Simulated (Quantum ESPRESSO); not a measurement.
## Be: energy against volume and a worked fit

```cif
data_structure
_symmetry_space_group_name_H-M 'Im-3m'
_symmetry_Int_Tables_number 229
_cell_length_a 2.5062
_cell_length_b 2.5062
_cell_length_c 2.5062
_cell_angle_alpha 90.000
_cell_angle_beta 90.000
_cell_angle_gamma 90.000
_cell_volume 15.74
loop_
_atom_site_label
_atom_site_type_symbol
_atom_site_symmetry_multiplicity
_atom_site_Wyckoff_symbol
_atom_site_fract_x
_atom_site_fract_y
_atom_site_fract_z
_atom_site_occupancy
Be1 Be 2 a 0.00000 0.00000 0.00000 1
```

This isn't the form of Be at room conditions, which is hcp.

The cell was scaled at fixed shape and fractions and run with Quantum ESPRESSO, PseudoDojo 0.4.1 SR LDA stringent, cutoff 1442 eV; PBEsol+D3(zero damping), k mesh 15 × 15 × 15 on the cell of 1 atom, cold occupations of 0.1 eV, no spin polarisation, no spin-orbit coupling. The potentials were made for LDA. Energies are those that the program minimises, any entropy of the smearing included. For a metal such a mesh isn't converged to the digits shown.

```tsv
V (Å³/atom)	energy over the lowest row (meV/atom)
7.3989	1.54
7.5563	0.00
7.7137	1.17
7.8712	4.81
8.0286	10.72
8.1860	?
8.3434	28.53
```

Question: Fit the third-order Birch-Murnaghan form, give V0, B0 and B′, and predict the energy left open.

Answer: With y = (V0/V)^(2/3), E = E0 + (9 V0 B0/16) [(y - 1)³ B′ + (y - 1)² (6 - 4y)]. Least squares through the rows shown give V0 = 7.5647 Å³/atom, E0 = 0.00 meV, B0 = 131.8 GPa (1 eV/Å³ = 160.218 GPa) and B′ = 3.39, with a largest miss of 0.01 meV. At V = 8.1860 the form with these constants gives 18.68 meV; the run gave 18.68 meV an atom.
